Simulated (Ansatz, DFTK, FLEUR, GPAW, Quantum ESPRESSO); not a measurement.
**PbSe: energy against volume and a worked fit**

```cif
data_structure
_symmetry_space_group_name_H-M 'P 1'
_symmetry_Int_Tables_number 1
_cell_length_a 4.3284
_cell_length_b 4.3284
_cell_length_c 4.3284
_cell_angle_alpha 60.000
_cell_angle_beta 60.000
_cell_angle_gamma 60.000
_cell_volume 57.34
loop_
_atom_site_label
_atom_site_type_symbol
_atom_site_fract_x
_atom_site_fract_y
_atom_site_fract_z
_atom_site_occupancy
Pb1 Pb 0.00000 0.00000 0.00000 1
Se1 Se 0.50000 0.50000 0.50000 1
```

The cell was scaled at fixed shape and fractions and run with FLEUR, all-electron, FLAPW; PBEsol, k mesh 8 × 8 × 8 on the cell of 2 atoms, fermi-dirac occupations of 0.05 eV, no spin polarisation, no spin-orbit coupling. Energies are those that the program minimises, any entropy of the smearing included.

| V (Å³/atom) | energy over the lowest row (meV/atom) |
| --- | --- |
| 26.9506 | 13.089 |
| 27.5240 | ? |
| 28.0975 | 0.152 |
| 28.6709 | 0.000 |
| 29.2443 | 3.466 |
| 29.8177 | 10.258 |
| 30.3911 | 19.976 |

Problem. Fit the third-order Birch-Murnaghan form, give V0, B0 and B′, and predict the energy left open.

Solution. With y = (V0/V)^(2/3), E = E0 + (9 V0 B0/16) [(y - 1)³ B′ + (y - 1)² (6 - 4y)]. Least squares through the rows shown give V0 = 28.4058 Å³/atom, E0 = -0.410 meV, B0 = 52.96 GPa (1 eV/Å³ = 160.218 GPa) and B′ = 4.21, with a largest miss of 0.013 meV. At V = 27.5240 the form with these constants gives 4.369 meV; the run gave 4.400 meV an atom. Other set-ups at this level, from all their volumes (Å³/atom, GPa): DFTK, PseudoDojo SR PBEsol 0.4.1 standard (PBEsol): V0 28.405, B0 53.14; GPAW, PAW data sets generated for this functional: V0 28.279, B0 52.8; Ansatz, all-electron LAPW, scalar-relativistic: V0 28.395, B0 52.98; Quantum ESPRESSO, PseudoDojo 0.4.1 SR PBEsol standard: V0 28.401, B0 53.16. Measured volume: 28.67 Å³/atom at 298 K (COD entry, doi:10.1107/S0108270187091509), so the fit lies -0.9 % from it. The runs are for a static lattice.
